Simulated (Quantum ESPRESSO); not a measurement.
Runs of Quantum ESPRESSO 7.5 on FeO. The structure is trigonal, space group R-3m (No. 166). The conventional cell has a = 3.035 Å, b = 3.035 Å, c = 7.547 Å, α = 90.00°, β = 90.00°, γ = 120.00°. Fe (site symmetry -3m) has 6 O at 2.16 Å as nearest neighbours. O (site symmetry -3m) is surrounded by 6 Fe at 2.16 Å. 

```csv
k mesh,mesh quality,gap on the mesh (eV),pressure (GPa),moment (μB)
6 × 6 × 6,coarse,none,-8.5,(b)
4 × 4 × 4,coarse,none,-8.2,(a)
10 × 10 × 10,not flagged,none,-8.9,4.00
8 × 8 × 8,coarse,none,-8.8,4.00
```

Alike in all rows: task phonons; level PBEsol; potentials or basis GBRV 1.5 PBEsol; spin collinear, ferromagnetic start; cell as given; cutoff (eV) 762; smearing fermi-dirac 0.05 eV.

**Question.** Fill in the values left out.

**Answer.** (a) 4.03; (b) 4.01.

Caveats: some runs use coarse meshes; the cell is more than 3 GPa from zero pressure, which shifts response properties; a cell with one magnetic atom can't hold antiferromagnetic order, which such compounds often take; semilocal functionals often make such compounds metallic where correlation or magnetic order opens a gap, which also shifts bond lengths; the mesh is thin for the phonons of a metal (some runs).

A gap of «none» marks a metal or a gap under the smearing width.
